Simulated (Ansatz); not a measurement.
Input of an Ansatz 0.2.0 run:

The input input.yaml:

```yaml
crystal:
  lattice:
    - [3.1835163551, 0.0, 0.0]
    - [-1.5917581776, 2.7570060369, 0.0]
    - [0.0, 0.0, 31.95057789]
  atoms:
    - { symbol: W, position: [0.33333333, 0.66666666, 0.2347375383] }
    - { symbol: S, position: [0.66666667, 0.33333334, 0.2835461018] }
    - { symbol: S, position: [0.66666667, 0.33333334, 0.7164538982] }
    - { symbol: W, position: [0.33333333, 0.66666666, 0.7652624617] }
hamiltonian:
  xc: pbe
  pseudopotentials: { kind: paw }
kpoints:
  mp_grid: { grid: [10, 10, 1] }
scf:
  occupations: { method: fermi_dirac, width: 0.05 }
output:
  forces: true
  eigenvalues: true
efield:
  axis: 3
  dipole_correction: true
  ramp_width: 0.04
```

Potentials or basis: Ansatz PAW.

Run with:

```sh
$ ansatz run input.yaml --threads 4 --pin off --max-ram 11264MiB --backend cpu --events-out ev --progress --plain --runs-dir out
```

Task: Predict the band gap on the k mesh.

Result: 0.21 eV, indirect (least direct gap 0.81 eV).

Task: Estimate the work function of the upper face.

Result: 4.63 eV.

Task: Predict the largest force.

Result: 0.489 eV/Å.

Forces on the atoms (eV/Å):
```
W    0.000  0.000  0.489
S    0.000  0.000 -0.489
S    0.000  0.000  0.489
W    0.000  0.000 -0.489
```

Caveat: spin-orbit coupling is left out, which moves the levels of the heavy elements.
